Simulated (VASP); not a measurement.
# Settings for Cu: self-consistent run

Cu, I4/mmm (no. 139), 1 atom in the cell. PBE with TS; PAW potentials Cu (PBE set). VASP 6.6.1.

Wanted: energy within 10 meV/atom.

What the run is for: energy; Accuracy asked: screening.

POSCAR:
```
Cu
1.0
    0.0000000000      1.8075000000      1.7894250000
    1.8075000000      0.0000000000      1.7894250000
    1.8075000000      1.8075000000      0.0000000000
Cu
1
Direct
    0.0000000000      0.0000000000      0.0000000000
```

The series start from Plane-wave cutoff (eV): 380; Smearing width (eV): 0.07; k-point mesh: 17 × 17 × 17; Precision mode (PREC): Accurate; Electronic threshold (eV): 1e-6; Bands in all (NBANDS): 15; Aspherical gradient terms in the spheres (LASPH): yes; Electronic algorithm: ALGO=Normal; Support grid and gradient cutoff: ADDGRID=False GGA_COMPAT=False; Density mixing: defaults. Each series keeps the choices made before it, and each single choice may use up half of a tolerance.

## Plane-wave cutoff (eV)

| Plane-wave cutoff (eV) | Energy less reference (meV/atom) | SCF iterations | Time (s) |
|---|---|---|---|
| 240 | 229 | 12 | 13 |
| 300 | 0 | 12 | 9.6 |
| 340 | -7 | 12 | 15 |
| 380 | -3 | 12 | 12 |
| 440 | 1 | 12 | 23 |
| 520 | 0 | 12 | 34 |
| 620 (reference) | 0 | 12 | 36 |

Chosen: 380, the loosest value from which every tighter one stays within half of the tolerance.

## Smearing width (eV)

| Smearing width (eV) | Energy less reference (meV/atom) | SCF iterations | Time (s) |
|---|---|---|---|
| 0.3 | 0 | 11 | 13 |
| 0.2 | 0 | 11 | 14 |
| 0.15 | 0 | 12 | 15 |
| 0.1 | 0 | 12 | 14 |
| 0.07 | 0 | 12 | 12 |
| 0.04 (reference) | 0 | 12 | 16 |

Chosen: 0.3.

## k-point mesh

| k-point mesh | Energy less reference (meV/atom) | SCF iterations | Time (s) |
|---|---|---|---|
| 6 × 6 × 6 | 59 | 11 | 3.5 |
| 7 × 7 × 7 | -41 | 11 | 3.5 |
| 9 × 9 × 9 | -13 | 11 | 5.5 |
| 11 × 11 × 11 | -5 | 11 | 7.3 |
| 14 × 14 × 14 | 0 | 11 | 9.3 |
| 17 × 17 × 17 | 1 | 11 | 13 |
| 21 × 21 × 21 | 0 | 11 | 18 |
| 25 × 25 × 25 (reference) | 0 | 11 | 33 |

Chosen: 14 × 14 × 14.

## Precision mode (PREC)

| Precision mode (PREC) | Energy less reference (meV/atom) | SCF iterations | Time (s) |
|---|---|---|---|
| SingleN | -21 | 12 | 7.1 |
| Normal | 0 | 12 | 6.4 |
| Single | -2 | 11 | 9.8 |
| Accurate (reference) | 0 | 11 | 9.3 |

Chosen: Normal.

## Electronic threshold (eV)

| Electronic threshold (eV) | Energy less reference (meV/atom) | SCF iterations | Time (s) |
|---|---|---|---|
| 0.001 | 0 | 10 | 5.9 |
| 0.0001 | 0 | 10 | 8.3 |
| 1e-5 | 0 | 10 | 7.6 |
| 1e-6 | 0 | 12 | 6.4 |
| 1e-7 | 0 | 13 | 7.0 |
| 1e-8 (reference) | 0 | 15 | 8.6 |

Chosen: 0.001.

## Bands in all (NBANDS)

| Bands in all (NBANDS) | Energy less reference (meV/atom) | SCF iterations | Time (s) |
|---|---|---|---|
| 7 | 0 | 10 | 3.6 |
| 8 | 0 | 10 | 5.1 |
| 10 | 0 | 10 | 5.5 |
| 12 | 0 | 10 | 4.8 |
| 15 | 0 | 10 | 5.9 |
| 24 (reference) | 0 | 10 | 8.2 |

Chosen: 7.

## Aspherical gradient terms in the spheres (LASPH)

| Aspherical gradient terms in the spheres (LASPH) | Energy less reference (meV/atom) | SCF iterations | Time (s) |
|---|---|---|---|
| no | 0 | 10 | 3.4 |
| yes (reference) | 0 | 10 | 3.6 |

Chosen: no.

## Electronic algorithm

| Electronic algorithm | Energy less reference (meV/atom) | SCF iterations | Time (s) |
|---|---|---|---|
| ALGO=Normal | 0 | 10 | 3.4 |
| ALGO=Fast | 1 | 10 | 4.2 |
| ALGO=VeryFast | 0 | 16 | 3.9 |
| ALGO=All ISEARCH=1 | 0 | 13 | 4.0 |
| ALGO=All ISEARCH=0 | 0 | 13 | 4.0 |
| ALGO=Damped TIME=0.4 | 0 | 17 | 4.6 |
| ALGO=Damped TIME=0.1 | 2 | 24 | 5.7 |

Chosen: ALGO=Normal; no other choice that stays within half of the tolerance saves 30 % of the time.

## Support grid and gradient cutoff

| Support grid and gradient cutoff | Energy less reference (meV/atom) | SCF iterations | Time (s) |
|---|---|---|---|
| ADDGRID=False GGA_COMPAT=False | 0 | 10 | 3.4 |
| ADDGRID=True GGA_COMPAT=False | crashed | 10 | 2.4 |
| ADDGRID=False GGA_COMPAT=True | 0 | 10 | 4.0 |

Chosen: ADDGRID=False GGA_COMPAT=False.

VASP's message at the runs that stop: ERROR: ADDGRID=.TRUE. is not supported for TS correction methods.

## Density mixing

| Density mixing | Energy less reference (meV/atom) | SCF iterations | Time (s) |
|---|---|---|---|
| defaults | 0 | 10 | 3.4 |
| AMIX=0.4 IMIX=1 | -2 | 13 | 3.9 |
| AMIX=0.6 | 0 | 10 | 4.4 |
| INIMIX=0 | 0 | 10 | 3.3 |
| MIXPRE=0 | 0 | 10 | 3.5 |
| AMIX=0.2 | 0 | 9 | 4.5 |
| AMIN=0.01 | 0 | 10 | 4.3 |

Chosen: defaults.

## All choices together

| Input | Energy less reference (meV/atom) | Time (s) |
|---|---|---|
| the program's defaults (naive) | -37 | 2.6 |
| chosen settings | -4 | 3.4 |
| reference settings throughout | 0 | 180 |

The tolerance is met.

## The input

INCAR:
```
GGA = PE
IVDW = 2
ISMEAR = 0
SIGMA = 0.3
LWAVE = False
LCHARG = False
ISIF = 2
PREC = Normal
LASPH = False
LREAL = False
ALGO = Normal
EDIFF = 0.001
NELM = 120
GGA_COMPAT = False
ENCUT = 380
NBANDS = 7
ADDGRID = False
```

KPOINTS:
```
Automatic mesh
0
Gamma
  14 14 14
  0 0 0
```

Commands:
```
cat potpaw_PBE.64/Cu/POTCAR > POTCAR
mpirun -np 1 vasp_std > vasp.out
```

The chosen input took VASP 6.6.1 3.4 s on 1 core (Intel Xeon 6975P-C (Granite Rapids)), a shared host.

## An input that fails: one k point for a small cell

The electronic loop stops at its limit of 68 steps.

k mesh: 17 × 17 × 17 becomes 1 × 1 × 1.

Changes against the starting input:
```
- NELM = 120
+ NELM = 68
```
